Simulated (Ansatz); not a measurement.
## Hf: strain and displacement

```
CELL_PARAMETERS angstrom
3.19670 0.00000 0.00000
-1.59835 2.76842 0.00000
0.00000 0.00000 5.05780
ATOMIC_POSITIONS crystal
Hf 0.33333 0.66667 0.25000
Hf 0.66667 0.33333 0.75000
```

Atom numbers follow the list: Hf1, Hf2.

The cell is COD entry 9008501, as deposited and not checked against the literature; nothing was relaxed.

Spin–orbit coupling is left out, though it moves levels of the heavy atoms by tenths of an eV or more.

Method: Ansatz 0.2.0, DFT, PBE, all-electron LAPW, scalar-relativistic.

Numerical set-up: a Γ-centred 13×13×7 k mesh, Fermi–Dirac smearing of 0.05 eV, basis error target 0.5 meV/atom, no spin polarisation.

The unchanged cell is at 0.80 GPa.

In a metal, stresses and small energies carry noise from the k mesh.

x, y and z are the Cartesian axes of the cell as listed; fractional coordinates follow a strain, and an engineering shear is twice the off-diagonal strain component.

Q: One change gave: energy change +1 meV/atom; stress change (xx, yy, zz, yz, xz, xy) 0.00, 0.01, 0.01, -0.50, -0.50, -0.69 GPa, compression positive; change of the force on Hf2 (0.027, 0.000, -0.002) eV/Å. Which change was it?
A. equal xy, yz and zx engineering shear strains of -2 %
B. equal xy, yz and zx engineering shear strains of +1 %
C. equal xy, yz and zx engineering shear strains of -1 %
D. equal xy, yz and zx engineering shear strains of +2 %
E. equal xy, yz and zx engineering shear strains of -3 %
F. z strained by +4 % at fixed volume
G. atom 2 (Hf) moved by (0.0000, 0.0000, 0.0300) Å
H. equal xy, yz and zx engineering shear strains of +3 %
I. xy engineering shear strain of -3 %

A: B. For z strained by +4 % at fixed volume: energy change +20 meV/atom; stress change (xx, yy, zz, yz, xz, xy) 2.20, 2.20, -4.65, 0.00, 0.00, 0.00 GPa, compression positive. For xy engineering shear strain of -3 %: energy change +4 meV/atom; stress change (xx, yy, zz, yz, xz, xy) 0.02, 0.12, -0.04, 0.00, 0.00, 2.06 GPa, compression positive; change of the force on Hf1 (0.084, 0.003, 0.000) eV/Å. For atom 2 (Hf) moved by (0.0000, 0.0000, 0.0300) Å: energy change under 1 meV/atom; stress change (xx, yy, zz, yz, xz, xy) 0.02, 0.02, 0.08, 0.00, 0.00, 0.00 GPa, compression positive; change of the force on Hf2 (0.000, 0.000, -0.096) eV/Å. For equal xy, yz and zx engineering shear strains of -3 %: energy change +11 meV/atom; stress change (xx, yy, zz, yz, xz, xy) 0.01, 0.07, 0.11, 1.60, 1.62, 2.16 GPa, compression positive; change of the force on Hf1 (0.089, 0.003, 0.020) eV/Å. For equal xy, yz and zx engineering shear strains of -1 %: energy change +1 meV/atom; stress change (xx, yy, zz, yz, xz, xy) 0.00, 0.01, 0.01, 0.52, 0.52, 0.71 GPa, compression positive; change of the force on Hf1 (0.029, 0.000, 0.002) eV/Å. For equal xy, yz and zx engineering shear strains of +2 %: energy change +5 meV/atom; stress change (xx, yy, zz, yz, xz, xy) 0.00, 0.04, 0.04, -0.99, -0.99, -1.36 GPa, compression positive; change of the force on Hf1 (-0.050, 0.001, 0.007) eV/Å. For equal xy, yz and zx engineering shear strains of -2 %: energy change +5 meV/atom; stress change (xx, yy, zz, yz, xz, xy) 0.00, 0.03, 0.05, 1.06, 1.07, 1.44 GPa, compression positive; change of the force on Hf1 (0.058, 0.001, 0.008) eV/Å. For equal xy, yz and zx engineering shear strains of +3 %: energy change +10 meV/atom; stress change (xx, yy, zz, yz, xz, xy) 0.00, 0.09, 0.09, -1.45, -1.45, -1.97 GPa, compression positive; change of the force on Hf1 (-0.071, 0.001, 0.015) eV/Å.

Q: What force constant does this one finite step give for Hf2 along its displacement (all its periodic images move with it)?

A: k = −ΔF·u/|u|² = 3.21 eV/Å², so the force pulls the atom back.
